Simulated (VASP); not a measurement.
**How biaxial strain in the (001) plane changes ZnSe (F-43m)**

Strain engineering needs slopes: what does biaxial strain in the (001) plane do to the lattice and the band edges of ZnSe?

Program: VASP 6.6.1. Level of theory: LDA; plane waves and PAW (Zn, Se), in the first sound run; inputs show where later runs differ. Results are calculated unless marked as measured.

Most raw output is cut from this account.

### Step 1. The structure

The structure is cubic, space group F-43m (No. 216). Conventional cell: a = 5.668 Å, b = 5.668 Å, c = 5.668 Å, α = 90.00°, β = 90.00°, γ = 90.00°. Nearest to Zn lie 4 Se at 2.45 Å. Nearest to Se lie 4 Zn at 2.45 Å. Farther neighbours and most contacts between anions are not listed.

As a file:

```
Zn Se
1.0
     0.00000    2.83400    2.83400
     2.83400    0.00000    2.83400
     2.83400    2.83400    0.00000
Zn Se
1 1
Direct
  0.00000 0.00000 0.00000
  0.25000 0.25000 0.25000
```

### Step 2. Relax the crystal, LDA

The series starts from the cell that this level prefers, so that zero strain is near zero stress.

This step took 2 runs in a row; the last is shown.

Level: LDA; plane waves and PAW (Zn, Se).

INCAR

```
SYSTEM = ZnSe
PREC = Accurate
ENCUT = 450
EDIFF = 1E-07
NELM = 120
ISMEAR = 0
SIGMA = 0.02
LREAL = .FALSE.
ALGO = Normal
GGA = CA
NBANDS = 15
LASPH = .TRUE.
LORBIT = 11
LWAVE = .FALSE.
LCHARG = .FALSE.
KPAR = 16
IBRION = 2
NSW = 40
ISIF = 3
EDIFFG = -0.005
POTIM = 0.4
```

POSCAR

```
ZnSe
1.0
    0.0000000000      2.7878715480      2.7878715480
    2.7878715480      0.0000000000      2.7878715480
    2.7878715480      2.7878715480      0.0000000000
Zn Se
1 1
Direct
    0.0000000000      0.0000000000      0.0000000000
    0.2500000000      0.2500000000      0.2500000000
```

KPOINTS

```
Automatic mesh
0
Gamma
9 9 9
0 0 0
```

PAW data sets: Zn and Se (LDA family, release 64).

On the command line:

```bash
$ mpirun -np 16 vasp_std
```

It took 4.2 s on 16 MPI ranks of Intel Xeon 6975P-C (Granite Rapids), shared host; peak memory 2.6 GiB; 53 s of CPU time.

Numbers from this step:

| Quantity | Value |
| --- | --- |
| energy(sigma→0) of the program | -7.3722 eV |
| stress, compression positive | xx, yy, zz 0.00, 0.00, 0.00 GPa |
| volume | 43.309 Å³ |
| ionic steps | 2 |

### Step 3. Strain along the normal, LDA

One member in full: the plane is strained by -0.5 %, and the strain along the normal is moved by secant steps until the normal stress is under 0.012 GPa or five steps are spent; the atoms relax at each step.

This step took 3 runs, each at a new trial strain with the atoms of the one before; the last is shown.

Level: LDA; plane waves and PAW (Zn, Se); cell typed or built by script.

INCAR: that of step 2 with these lines changed.

```diff
@@ -15,7 +15,7 @@
 LCHARG = .FALSE.
-KPAR = 16
-IBRION = 2
-NSW = 40
-ISIF = 3
-EDIFFG = -0.005
-POTIM = 0.4
+KPAR = 4
+IBRION = 1
+NSW = 25
+ISIF = 2
+EDIFFG = -0.004
+POTIM = 0.3
```

POSCAR

```
ZnSe
1.0
    0.0000000000      2.7733674690      2.8042422670
    2.7733674690      0.0000000000      2.8042422670
    2.7733674690      2.7733674690      0.0000000000
Zn Se
1 1
Direct
    0.0000000000      0.0000000000      0.0000000000
    0.2500000000      0.2500000000      0.2500000000
```

KPOINTS is that of step 2.

On the command line:

```bash
$ mpirun -np 4 vasp_std
```

Elapsed: 8.6 s, on 4 MPI ranks; peak memory 0.61 GiB.

Read from the output:

| Item | Value |
| --- | --- |
| energy(sigma→0) of the program | -7.3715 eV |
| stress, compression positive | xx, yy, zz 0.43, 0.43, 0.00 GPa |
| ionic steps | 1 |

### Step 4. Band edges, HSE06

Short lines in KPOINTS_OPT sample the zone centre along and across the normal of the plane, for masses, and the other valleys.

Level: HSE06; plane waves and PAW (Zn, Se); cell typed or built by script.

INCAR

```
SYSTEM = ZnSe
PREC = Accurate
ENCUT = 450
EDIFF = 1E-06
NELM = 100
ISMEAR = 0
SIGMA = 0.02
LREAL = .FALSE.
ALGO = Normal
LHFCALC = .TRUE.
AEXX = 0.25
GGA = PE
HFSCREEN = 0.2
LASPH = .TRUE.
NBANDS = 14
PRECFOCK = Fast
LWAVE = .FALSE.
LCHARG = .FALSE.
KPAR = 4
```

POSCAR is that of step 3.

KPOINTS

```
Automatic mesh
0
Gamma
5 5 5
0 0 0
```

KPOINTS_OPT

```
Line mode
6
Line-mode
Reciprocal
  0.00000000   0.00000000   0.00000000
  0.02231545   0.02231545   0.00000000

  0.00000000   0.00000000   0.00000000
 -0.00000000  -0.02206976  -0.02206976

  0.31000000   0.31000000   0.00000000
  0.50000000   0.50000000   0.00000000

  0.00000000   0.31000000   0.31000000
  0.00000000   0.50000000   0.50000000

  0.45000000   0.45000000   0.45000000
  0.50000000   0.50000000   0.50000000

  0.45000000   0.00000000   0.00000000
  0.50000000   0.00000000   0.00000000

  0.42500000   0.42500000   0.00000000
  0.42500000   0.44706976   0.02206976

  0.50000000   0.50000000   0.50000000
  0.48439433   0.51560567   0.50000000
```

On the command line:

```bash
$ mpirun -np 4 vasp_std
```

The job ended after 2.9 min (4 MPI ranks; peak memory 1.1 GiB; 11 min of CPU time).

This run gave:

| Property | Result |
| --- | --- |
| energy(sigma→0) of the program | -7.3982 eV |

### Step 5. The table

Hybrid runs start from orbitals of a short LDA run, not shown.

Runs beyond LDA use the data sets made with LDA; this shifts their levels slightly, and their total energies have another zero.

The other members went through these steps as far as the tables show, with the same cutoff and, step by step, the same mesh; 42 runs are not shown. The session took 1.9 core hours (wall time by ranks) on a shared machine.

```tsv
in-plane strain (%)	strain along the normal (%)	in-plane stress, tension positive (GPa)	energy above the unstrained row (meV/atom)	gap on the mesh, LDA (eV)
-2.000	2.396	-1.812	5.018	1.276
-1.500	1.804	-1.339	2.820	1.276
-1.000	1.207	-0.878	1.280	1.276
-0.500	0.608	-0.432	0.344	1.276
0	0.000	-0.004	0.000	1.274
0.500	-0.605	0.416	0.227	1.229
1.000	-1.217	0.822	1.016	1.186
1.500	-1.835	1.213	2.338	1.143
2.000	-2.459	1.592	4.183	1.102
```

Slopes at zero strain, from cubics through all rows: strain ratio -1.212, stress over strain 85 GPa. For a cubic crystal strained in (001) the ratio is −2C₁₂/C₁₁.

Band edges at HSE06, counted from the valence-band top at Γ, with one row partly withheld:

```tsv
in-plane strain (%)	gap (eV)	conduction band at Γ (eV)	Δ or X valley along z (eV)	Δ or X valley along x (eV)	lowest conduction level at L, [111] (eV)	lowest conduction level at L, [-111] (eV)	second valence level below the top (eV)	third valence level below the top (eV)
-2.000	2.663	2.663	3.829	3.592	3.717	3.717	0.000	0.193
-1.500	2.663	2.663	3.812	3.637	3.739	3.739	0.000	0.141
-1.000	?	?	3.797	3.681	3.756	3.756	0.000	0.092
-0.500	2.659	2.660	3.782	3.725	3.769	3.769	0.000	0.045
0	2.656	2.656	3.768	3.768	3.778	3.778	0.000	0.000
0.500	2.609	2.609	3.713	3.768	3.740	3.740	0.043	0.043
1.000	2.563	2.563	3.660	3.770	3.700	3.700	0.083	0.083
1.500	2.518	2.519	3.610	3.772	3.659	3.659	0.122	0.122
2.000	2.475	2.475	3.563	3.776	3.616	3.616	0.159	0.159
```

Conduction masses, in electron masses:

```tsv
in-plane strain (%)	conduction mass at Γ, along the strain axis or the normal of the plane	conduction mass at Γ, across the strain axis or in the plane
-2.000	0.139	0.140
-1.500	0.139	0.139
-1.000	0.138	0.139
-0.500	0.139	0.139
0	0.138	0.138
0.500	0.137	0.137
1.000	0.138	0.137
1.500	0.137	0.137
2.000	0.137	0.136
```

### Step 6. Working out the slope

The quantity to fit is the conduction level at Γ above the mean of the three top valence levels at HSE06: 2.727, 2.710, 2.675, 2.656, 2.638, 2.619, 2.600, 2.581 eV in the rows shown.

Fitting a parabola to the 8 known rows (e: strain in %) gives E = − 5.98e-4 e² − 0.03662 e + 2.656 in eV; the residuals are 1.0e-4 eV r.m.s.

For the withheld row, e = -1, the fit gives 2.6924 eV.

### Step 7. The withheld row

The calculation gives 2.6925 eV, so the prediction is 0.0001 eV too low.

### Step 8. Results

```yaml
ratio_of_normal_to_in_plane_strain: -1.212
biaxial_modulus: 85 GPa
gap_of_the_unstrained_cell_hse06: 2.66 eV
slope_at_zero_strain_of_the_conduction_level_at_gamma_above_the_mean_of_the_three_top_valence_levels_hse06: -37 meV per %
error_of_the_predicted_row: -0.1 meV
valence_shear_potential_b_hse06: 1.32 eV
```

In words: As a check, the curvature of the energy gives 85 GPa for the same modulus (energy per volume = M × strain²), 0 % from the slope of the stress. At HSE06 the lowest conduction valley is Γ throughout, and the gap runs between 2.47 and 2.66 eV. Without spin-orbit coupling the three valence levels split by 3|b| times the difference of the strains; the rows within 1 % give |b| = 1.32 eV. Hole masses are left out throughout, since the top bands are degenerate or cross in many series; of conduction masses, those of the Γ, L and (for Si and Ge under (001) strain) Δ valleys are kept where they change by under an eighth between rows. HSE06 ran on a coarser mesh than the semilocal levels. Spin-orbit coupling is left out at HSE06, so the valence splittings there lack it. Δ or X levels are the lowest on their line, refined by a parabola unless they lie at X; the gap is read from all points sampled and can differ from the lowest valley by some meV, or by tens of meV where strain moves the valence top off Γ. Temperature, zero-point motion and excitons are left out.

[Lines on the potential files, build, host, timing and source positions are cut from VASP's logs without a mark.]

[Logs are printed without paths, hosts, clocks, repeated set-up lines and the standing remarks that a program may print on its own settings, such as how far it seeks lower states.]

[Hosts, paths, dates, database ids (printed as entryN), source tags and the programs' standing remarks are cut or masked in the printed files.]

[In band tables of VASP the shares of atoms and orbitals are scaled to a sum of 1 inside the atoms' spheres.]
